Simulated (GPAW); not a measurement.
# BaO (Fm-3m): G0W0 on several meshes in GPAW

Aim: the GW shift of BaO (Fm-3m) against the k mesh.

Main program and level: GPAW 26.7.0; PBE and many-body steps on it, plane waves.

The database entry behind the starting cell differs from later determinations by our own check (about 0.7 % short), so it need not match the best structure at ambient conditions.

## 1. Starting point

It takes space group Fm-3m (No. 225, cubic). The conventional cell has a = 5.500 Å, b = 5.500 Å, c = 5.500 Å, α = 90.00°, β = 90.00°, γ = 90.00°. Nearest to Ba lie 6 O at 2.75 Å. Nearest to O lie 6 Ba at 2.75 Å. Farther neighbours and most contacts between anions are not listed.

As a file:

```cif
data_structure
_symmetry_space_group_name_H-M 'P 1'
_symmetry_Int_Tables_number 1
_cell_length_a 3.8891
_cell_length_b 3.8891
_cell_length_c 3.8891
_cell_angle_alpha 60.000
_cell_angle_beta 60.000
_cell_angle_gamma 60.000
_cell_volume 41.59
loop_
_atom_site_label
_atom_site_type_symbol
_atom_site_fract_x
_atom_site_fract_y
_atom_site_fract_z
_atom_site_occupancy
Ba1 Ba 0.00000 0.00000 0.00000 1
O2 O 0.50000 0.50000 0.50000 1
```

The cell and positions come from the Crystallography Open Database and are kept as given unless a step says otherwise. Spin-orbit coupling is left out unless a step names it.

## 2. Empty states on the mesh, 4×4×4 mesh, 383 bands

This step: GPAW 26.7.0; DFT, PBE, plane waves, PAW.

The sums over transitions need many empty states on a uniform mesh; this step solves for them.

The input, run.py:

```python
import json
import numpy as np
from gpaw.mpi import world
from gpaw import GPAW

calc = GPAW('gs.gpw').fixed_density(kpts={'size': (4, 4, 4), 'gamma': True},
    parallel={'domain': 1, 'band': 1},
    txt='nscf.txt')
calc.diagonalize_full_hamiltonian(nbands=383)
calc.write('full.gpw', mode='all')
res = {}
kpts = calc.get_ibz_k_points()
res['kpts'] = kpts
res['eigenvalues'] = [calc.get_eigenvalues(kpt=k) for k in range(len(kpts))]
res['n_electrons'] = calc.get_number_of_electrons()

if world.rank == 0:
    with open('result.json', 'w') as f:
        json.dump(res, f, default=lambda x: x.tolist())
```

On the command line:

```
$ mpirun -n 4 gpaw python run.py
```

Numbers of over 12 decimals in the logs are rounded to 6 here.

The log of the run:

```text
Diagonalizing LCAO Hamiltonian
Converting LCAO to pw mode
convergence criteria:
- Maximum integral of absolute [eigenst]ate change: 4e-08 eV^2 / valence electron
maximum number of iterations: 100

SCF iterations
|iter     |     time |      energy | eigst |  dens |
|iter:   1|  |             | +2.14 |       |
|iter:   2|  |             | +0.85 |       |
|iter:   3|  |             | -0.29 |       |
[...]
|iter:   8|  |             | -6.13 |       |
|iter:   9|  |             | -7.13 |       |
|iter:  10|  |             | -7.86c|       |
SCF steps: 10
  __  _  _
 | _ |_)|_||  |
 |__||  | ||/\| - 26.7.0

Input parameters:
  mode=PW(ecut=600.0),
  convergence={'density': 1e-06, 'bands': -3},
  gpts=array([24, 24, 24]),
  kpts=MonkhorstPack(size=(4, 4, 4), gamma=True),
  maxiter=100,
  nbands=15,
  occupations=Occupations(name='fermi-dirac', width=0.001, fixmagmom=False),
  parallel={'domain': 1, 'band': 1},
  xc=XC(name='PBE')
Matrix size: 1411x1411
# Writing to full.gpw (mode='all')
  [... matrices ...]

timing:  # [seconds]
  Total: 5.635  # ━━━━━━━━━━━━━━━━━━━━━━━━━━━━━━━━━━━━━━━━━━━━━━━━━━━━━━━━━━━
```

Run time: 8.8 s. Hardware: 4 MPI ranks of Arm Neoverse V2, shared host; peak memory 1.3 GiB; 35 s of CPU time.

This step gave:

- gap: 1.921 eV
- k of the valence top: 0.5, 0.5, 0
- k of the conduction bottom: 0.5, 0.5, 0
- least direct gap: 1.921 eV
- k points computed: 8
- lowest point of the top converged band, above the valence top: 238.3470 eV

On this mesh the gap is 1.921 eV.

## 3. 4×4×4

G0W0 replaces the xc potential by the self-energy, built once from these orbitals. Only a window of levels is corrected, while the sums run over the empty bands that the input names.

This step: G0W0 on PBE, plane waves, PAW.

The input, run.py:

```python
import json
import numpy as np
from gpaw.mpi import world
from gpaw.response.g0w0 import G0W0

gw = G0W0('full.gpw',
    filename='gw',
    kpts=[0, 5],
    bands=(6, 10),
    ecut=75,
    nbands=61,
    integrate_gamma='WS',
    ppa=True)
gw.calculate()
res = {mode: {k: v for k, v in r.items() if k != 'sigma_eskwn'}
       for mode, r in gw.all_results.items()}

if world.rank == 0:
    with open('result.json', 'w') as f:
        json.dump(res, f, default=lambda x: x.tolist())
```

On the command line:

```
$ mpirun -n 4 gpaw python run.py
```

The log of the run:

```text
Using integrator: PointIntegrator
FrequencyGridDescriptor(from 0.000+0.000j to 0.000+27.211j eV, 2 points)
Nonperiodic BCs:  [False False False]
Using integrator: PointIntegrator
FrequencyGridDescriptor(from 0.000+0.000j to 0.000+27.211j eV, 2 points)
Nonperiodic BCs:  [False False False]
  ___  _ _ _
 |   || | | |
 | | || | | |
 |__ ||_____|
 |___|

BZ k-points: Symmetries present (total): 48

  [... matrices ...]
64 k-points: 4 x 4 x 4 Monkhorst-Pack grid + [1/8,1/8,1/8]
8 k-points in the irreducible part of the Brillouin zone
       k-points in crystal coordinates                weights
   0:     0.00000000    0.00000000    0.00000000          1/64
   1:     0.25000000    0.25000000    0.00000000          6/64
   2:     0.25000000    0.25000000    0.25000000          8/64
   3:     0.50000000    0.25000000   -0.25000000          6/64
   4:     0.50000000    0.25000000    0.25000000         12/64
   5:     0.50000000    0.50000000    0.00000000          3/64
   6:     0.50000000    0.50000000    0.25000000         24/64
   7:     0.50000000    0.50000000    0.50000000          4/64

Distributing spins, k-points and bands (1 x 2 x 4) over 4 processes
Number of blocks: 1

Quasi particle states:
k-points (IBZ indices): [0, 5]
Band range: (6, 10)
  [... matrices ...]
Computational parameters:
Plane wave cut-off: 75 eV
Number of bands: 61
Coulomb cutoff: None
Broadening: 0.1 eV

fxc modes: GW
Kernel: RPA
Using Godby-Needs plasmon-pole approximation:
  Fitting energy: i*E0, E0 = 1.000 Hartree
Summing all q:

Calculating screened Coulomb potential
No Coulomb truncation
FrequencyGridDescriptor(from 0.000+0.000j to 0.000+27.211j eV, 2 points)
Removing empty qpoint cache files...

Calculating chi0 body with:
    Ground state adapter containing:
    Number of spins: 1
    Number of kpoints: 64
    Number of irreducible kpoints: 8
    Number of completely occupied states: 8
    Number of partially occupied states: 8
    Occupied states memory: 1.6875 M / cpu

    Linear response parametrization:
    q_c: [0.0, 0.0, 0.0]
    Number of frequency points: 2
    Planewave cutoff: 75.0
    Number of bands: 61
    Number of planewaves: 59
    Broadening (eta): 1e-06
    comm.size: 4
    kncomm.size: 4
    blockcomm.size: 1

    Memory estimate of potentially large arrays:
        chi0_wGG: 0.106232 M / cpu
Integrating chi0 body.

Symmetries of q_c:
    Direct symmetries (Uq -> q): 48
    Indirect symmetries (TUq -> q): 0
In total 48 allowed symmetries.

  [... matrices ...]
8 groups of equivalent kpoints. 87.5% reduction.

Integral kind: response function
Integrating chi0 head and wings.

Symmetries of q_c:
    Direct symmetries (Uq -> q): 48
    Indirect symmetries (TUq -> q): 0
In total 48 allowed symmetries.

  [... matrices ...]
8 groups of equivalent kpoints. 87.5% reduction.

Integral kind: response function wings

Calculating chi0 body with:
    Ground state adapter containing:
    Number of spins: 1
    Number of kpoints: 64
    Number of irreducible kpoints: 8
    Number of completely occupied states: 8
    Number of partially occupied states: 8
    Occupied states memory: 1.6875 M / cpu

    Linear response parametrization:
[... the further q-points ...]

Results:
f:      Occupation numbers
eps:     KS-eigenvalues [eV]
vxc:     KS vxc [eV]
exx:     Exact exchange [eV]
sigma:   Self-energies [eV]
dsigma:  Self-energy derivatives
Z:       Renormalization factors
qp:      QP-energies [eV]

k-point 0 (0): (0.000, 0.000, 0.000)                GW
band       f     eps     vxc     exx   sigma  dsigma       Z      qp
                                                                   GW
   6   1.000   6.953 -19.347 -24.478   4.533  -0.302   0.768   6.494
   7   1.000   6.953 -19.347 -24.478   4.534  -0.302   0.768   6.495
   8   0.000  11.041 -11.006  -6.686  -3.718  -0.179   0.848  11.550
   9   0.000  12.069 -11.272  -6.271  -3.897  -0.180   0.848  13.005

k-point 1 (5): (0.500, 0.500, 0.000)                GW
band       f     eps     vxc     exx   sigma  dsigma       Z      qp
                                                                   GW
   6   1.000   7.178 -19.801 -24.765   4.425  -0.296   0.772   6.761
   7   1.000   7.385 -20.198 -24.989   4.285  -0.287   0.777   6.992
   8   0.000   9.306  -9.633  -5.387  -3.612  -0.175   0.851   9.845
   9   0.000  13.458 -13.593  -8.478  -3.792  -0.186   0.843  14.573
```

The job ended after 12 s (4 MPI ranks; peak memory 1.1 GiB; 47 s of CPU time).

This step gave:

| Property | Result |
| --- | --- |
| G0W0 gap on the points computed | 2.853 eV |
| least direct G0W0 gap on the computed points | 2.853 eV |
| Z at the valence top | 0.7771 |
| Z at the conduction bottom | 0.8513 |
| starting gap on the mesh | 1.921 eV |
| k of the valence top | 0.5, 0.5, 0 |
| k of the conduction bottom | 0.5, 0.5, 0 |

The gap on the mesh goes from 1.92 eV to 2.85 eV, a correction of +0.93 eV.

## 4. Empty states on the mesh, 6×6×6 mesh, 71 bands

This step: DFT, PBE, plane waves, PAW.

The input, run.py:

```python
import json
import numpy as np
from gpaw.mpi import world
from gpaw import GPAW

calc = GPAW('gs.gpw').fixed_density(kpts={'size': (6, 6, 6), 'gamma': True},
    nbands=82,
    convergence={'bands': 71},
    txt='nscf.txt')
calc.write('full.gpw', mode='all')
res = {}
kpts = calc.get_ibz_k_points()
res['kpts'] = kpts
res['eigenvalues'] = [calc.get_eigenvalues(kpt=k) for k in range(len(kpts))]
res['n_electrons'] = calc.get_number_of_electrons()

if world.rank == 0:
    with open('result.json', 'w') as f:
        json.dump(res, f, default=lambda x: x.tolist())
```

On the command line:

```
$ mpirun -n 4 gpaw python run.py
```

The log of the run:

```text
Diagonalizing LCAO Hamiltonian
Converting LCAO to pw mode
convergence criteria:
- Maximum integral of absolute [eigenst]ate change: 4e-08 eV^2 / valence electron
maximum number of iterations: 100

SCF iterations
|iter     |     time |      energy | eigst |  dens |
|iter:   1|  |             | +4.26 |       |
|iter:   2|  |             | +3.09 |       |
|iter:   3|  |             | +1.93 |       |
[...]
|iter:  13|  |             | -6.16 |       |
|iter:  14|  |             | -6.83 |       |
|iter:  15|  |             | -7.51c|       |
SCF steps: 15
  __  _  _
 | _ |_)|_||  |
 |__||  | ||/\| - 26.7.0

Input parameters:
  mode=PW(ecut=600.0),
  convergence={'bands': 71},
  gpts=array([24, 24, 24]),
  kpts=MonkhorstPack(size=(6, 6, 6), gamma=True),
  maxiter=100,
  nbands=82,
  occupations=Occupations(name='fermi-dirac', width=0.001, fixmagmom=False),
  parallel={},
  xc=XC(name='PBE')
# Writing to full.gpw (mode='all')
  [... matrices ...]

timing:  # [seconds]
  Total: 0.032  # ━━━━━━━━━━━━━━━━━━━━━━━━━━━━━━━━━━━━━━━━━━━━━━━━━━━━━━━━━━━
```

Wall time 14 s (4 MPI ranks); peak memory 0.71 GiB; 54 s of CPU time.

Numbers from this step:

```yaml
gap: 1.921 eV
k_of_the_valence_top: 0.5, 0.5, 0
k_of_the_conduction_bottom: 0.5, 0.5, 0
least_direct_gap: 1.921 eV
k_points_computed: 16
lowest_point_of_the_top_converged_band_above_the_valence_top: 67.7219 eV
```

On this mesh the gap is 1.921 eV.

## 5. 6×6×6

This step: G0W0 on PBE, plane waves, PAW.

The input, run.py:

```python
import json
import numpy as np
from gpaw.mpi import world
from gpaw.response.g0w0 import G0W0

gw = G0W0('full.gpw',
    filename='gw',
    kpts=[0, 12],
    bands=(6, 10),
    ecut=75,
    nbands=61,
    integrate_gamma='WS',
    ppa=True)
gw.calculate()
res = {mode: {k: v for k, v in r.items() if k != 'sigma_eskwn'}
       for mode, r in gw.all_results.items()}

if world.rank == 0:
    with open('result.json', 'w') as f:
        json.dump(res, f, default=lambda x: x.tolist())
```

On the command line:

```
$ mpirun -n 4 gpaw python run.py
```

The log of the run:

```text
Using integrator: PointIntegrator
FrequencyGridDescriptor(from 0.000+0.000j to 0.000+27.211j eV, 2 points)
Nonperiodic BCs:  [False False False]
Using integrator: PointIntegrator
FrequencyGridDescriptor(from 0.000+0.000j to 0.000+27.211j eV, 2 points)
Nonperiodic BCs:  [False False False]
  ___  _ _ _
 |   || | | |
 | | || | | |
 |__ ||_____|
 |___|

BZ k-points: Symmetries present (total): 48

  [... matrices ...]
216 k-points: 6 x 6 x 6 Monkhorst-Pack grid + [1/12,1/12,1/12]
16 k-points in the irreducible part of the Brillouin zone
       k-points in crystal coordinates                weights
   0:     0.00000000    0.00000000    0.00000000          1/216
   1:     0.16666667    0.16666667    0.00000000          6/216
   2:     0.16666667    0.16666667    0.16666667          8/216
[...]
9:     0.50000000    0.33333333   -0.16666667         12/216
          ...
  15:     0.50000000    0.50000000    0.50000000          4/216

Distributing spins, k-points and bands (1 x 2 x 4) over 4 processes
Number of blocks: 1

Quasi particle states:
k-points (IBZ indices): [0, 12]
Band range: (6, 10)
  [... matrices ...]
Computational parameters:
Plane wave cut-off: 75 eV
Number of bands: 61
Coulomb cutoff: None
Broadening: 0.1 eV

fxc modes: GW
Kernel: RPA
Using Godby-Needs plasmon-pole approximation:
  Fitting energy: i*E0, E0 = 1.000 Hartree
Summing all q:

Calculating screened Coulomb potential
No Coulomb truncation
FrequencyGridDescriptor(from 0.000+0.000j to 0.000+27.211j eV, 2 points)
Removing empty qpoint cache files...

Calculating chi0 body with:
    Ground state adapter containing:
    Number of spins: 1
    Number of kpoints: 216
    Number of irreducible kpoints: 16
    Number of completely occupied states: 8
[...]
q_c: [1.3877787807814457e-17, 1.3877787807814457e-17, 1.3877787807814457e-17]
    Number of frequency points: 2
    Planewave cutoff: 75.0
    Number of bands: 61
    Number of planewaves: 59
    Broadening (eta): 1e-06
    comm.size: 4
    kncomm.size: 4
    blockcomm.size: 1

    Memory estimate of potentially large arrays:
        chi0_wGG: 0.106232 M / cpu
Integrating chi0 body.

Symmetries of q_c:
    Direct symmetries (Uq -> q): 48
    Indirect symmetries (TUq -> q): 0
In total 48 allowed symmetries.

  [... matrices ...]
16 groups of equivalent kpoints. 92.592593% reduction.

Integral kind: response function
Integrating chi0 head and wings.

Symmetries of q_c:
    Direct symmetries (Uq -> q): 48
    Indirect symmetries (TUq -> q): 0
In total 48 allowed symmetries.

  [... matrices ...]
16 groups of equivalent kpoints. 92.592593% reduction.

Integral kind: response function wings

Calculating chi0 body with:
    Ground state adapter containing:
    Number of spins: 1
    Number of kpoints: 216
    Number of irreducible kpoints: 16
    Number of completely occupied states: 8
    Number of partially occupied states: 8
[... the further q-points ...]

Results:
f:      Occupation numbers
eps:     KS-eigenvalues [eV]
vxc:     KS vxc [eV]
exx:     Exact exchange [eV]
sigma:   Self-energies [eV]
dsigma:  Self-energy derivatives
Z:       Renormalization factors
qp:      QP-energies [eV]

k-point 0 (0): (0.000, 0.000, 0.000)                GW
band       f     eps     vxc     exx   sigma  dsigma       Z      qp
                                                                   GW
   6   1.000   6.953 -19.347 -24.457   4.523  -0.305   0.766   6.503
   7   1.000   6.953 -19.347 -24.457   4.523  -0.305   0.766   6.503
   8   0.000  11.041 -11.006  -6.715  -3.685  -0.178   0.849  11.555
[...]
k-point 1 (12): (0.500, 0.500, 0.000)                GW
band       f     eps     vxc     exx   sigma  dsigma       Z      qp
                                                                   GW
[...]
8   0.000   9.306  -9.633  -5.405  -3.589  -0.174   0.852   9.850
   9   0.000  13.458 -13.593  -8.488  -3.775  -0.186   0.843  14.579
```

Elapsed: 45 s, on 4 MPI ranks; peak memory 1.5 GiB; 3 min of CPU time.

This step gave:

| Item | Value |
| --- | --- |
| G0W0 gap on the points computed | 2.856 eV |
| least direct G0W0 gap on the computed points | 2.856 eV |
| Z at the valence top | 0.7760 |
| Z at the conduction bottom | 0.8520 |
| starting gap on the mesh | 1.921 eV |
| k of the valence top | 0.5, 0.5, 0 |
| k of the conduction bottom | 0.5, 0.5, 0 |

Against G0W0 in GPAW (4×4×4 mesh, 61 bands, screening to 75 eV, Godby-Needs plasmon pole), the gap moves by +0.003 eV.

## 6. Side by side

Times are wall times on 4 MPI ranks of Arm Neoverse V2, shared host, good to a factor of about two.

| run | mesh | bands | screening cutoff (eV) | DFT gap (eV) | gap on the mesh (eV) | direct (eV) | time |
| --- | --- | --- | --- | --- | --- | --- | --- |
| 4×4×4 | 4×4×4 | 61 | 75 | 1.921 | 2.853 | 2.853 | 12 s |
| 6×6×6 | 6×6×6 | 61 | 75 | 1.921 | 2.856 | 2.856 | 45 s |

## 7. What came out

```
4×4×4        : 2.853 eV
6×6×6        : 2.856 eV
known limits : not at the basis limit; no spin-orbit coupling; coarse k mesh
```

**Reading.** 6×6×6: +0.003 eV against 4×4×4. Bands and cutoff are finite, so the gap is not at the basis limit. The miss can reach some tenths of an eV and take either sign; the mesh is an error of its own. These stock PAW sets were not made for GW. In the G0W0 runs levels were corrected at 2 k points alone, so a gap called «on the mesh» is the least over those, and an edge elsewhere would be missed. The 4×4×4 mesh is coarse for this cell, which bears on the long-range parts of exchange and screening. The many-body steps are scalar-relativistic: spin-orbit coupling is not in them.

[Paths, hosts, dates, memory and timing lines, banners, echoed tables and standing remarks are left out of the program output.]

[Logs are printed without paths, hosts, clocks, repeated set-up lines and the standing remarks that a program may print on its own settings, such as how far it seeks lower states.]

[Runs of the session that timed out or met a known fault of the program may be left out.]

[Hosts, paths, dates, database ids (printed as entryN), source tags and the programs' standing remarks are cut or masked in the printed files.]
